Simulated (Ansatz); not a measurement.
# From the elastic tensor of AlN to moduli and sound speeds

These are results of DFT LDA, scalar-relativistic, plane waves, PAW (Ansatz 0.2.0), not measurements. Plane waves to 420 eV; Γ-centred k mesh 12×12×6; fixed occupations. No spin polarisation.

The structure is hexagonal, space group P6_3mc (No. 186). The conventional cell has a = 3.089 Å, b = 3.089 Å, c = 4.943 Å, α = 90.00°, β = 90.00°, γ = 120.00°. Al (site symmetry 3m) has 4 N at 1.88 to 1.89 Å as nearest neighbours. N (site symmetry 3m) has 4 Al at 1.88 to 1.89 Å as nearest neighbours.

Relaxed-ion constants (GPa, on the Cartesian axes of the calculation):
```
396.1 143.4 112.0   0.0   0.0   0.0
143.4 396.1 112.0   0.0   0.0   0.0
111.9 111.9 369.9   0.0   0.0   0.0
  0.0   0.0   0.0 115.8   0.0   0.0
  0.0   0.0   0.0   0.0 115.8   0.0
  0.0   0.0   0.0   0.0   0.0 126.3
```

Density 3.333 g/cm³; 4 atoms in 40.84 Å³.

The values that follow are for a polycrystal of randomly turned grains, by Hill's mean where one number stands.

With S = C⁻¹: B_V = (C11+C22+C33+2(C12+C13+C23))/9, G_V = (C11+C22+C33−C12−C13−C23+3(C44+C55+C66))/15, 1/B_R = S11+S22+S33+2(S12+S13+S23), 15/G_R = 4(S11+S22+S33−S12−S13−S23)+3(S44+S55+S66); Hill is their mean. Then v_l = √((B+4G/3)/ρ), v_t = √(G/ρ), v_m = [(2/v_t³+1/v_l³)/3]^(−1/3) and Θ = (ħ/k_B)·v_m·(6π²n/V)^(1/3) for n atoms in the volume V; E = 9BG/(3B+G), ν = (3B−2G)/(2(3B+G)) and A^U = 5G_V/G_R + B_V/B_R − 6.

```
Bulk modulus, Voigt / Reuss / Hill          : 210.8 / 209.9 / 210.3 GPa
Shear modulus, Voigt / Reuss / Hill         : 124.5 / 123.9 / 124.2 GPa
Young's modulus                             : 311 GPa
Poisson ratio                               : 0.253
Pugh ratio B/G                              : 1.69
Universal anisotropy index                  : 0.03
Longitudinal and transverse sound speeds    : 10621 and 6105 m/s
Debye temperature from the mean sound speed : 930 K
```

Cost: 1 run of about 7.1 core-minutes, on Intel Xeon Processor @ 2.50GHz (Skylake/Cascade Lake) (shared hosts).

The tensor describes a stiff, nearly isotropic solid, with a universal anisotropy index of only 0.03. The stiffness comes from short, strongly polar covalent Al–N bonds in a tetrahedral network, which resist both stretching and bond-angle bending. Combined with the light atoms, this gives the high sound speeds and the Debye temperature of 930 K.

The small remaining anisotropy is still informative: C33 (369.9 GPa) lies below C11 (396.1 GPa), although an ideal tetrahedral wurtzite network would tend to be stiffer along the polar axis. The likely reason is the strong ionicity, which flattens the cell along c and lets the Al and N sublattices shift against each other under axial strain, relieving part of the stress.

The constants satisfy the elastic stability conditions for small homogeneous strains, but the Pugh ratio does not establish how this ceramic fractures. Nor do the averaged sound speeds show the piezoelectric stiffening that certain acoustic waves experience in a single crystal.
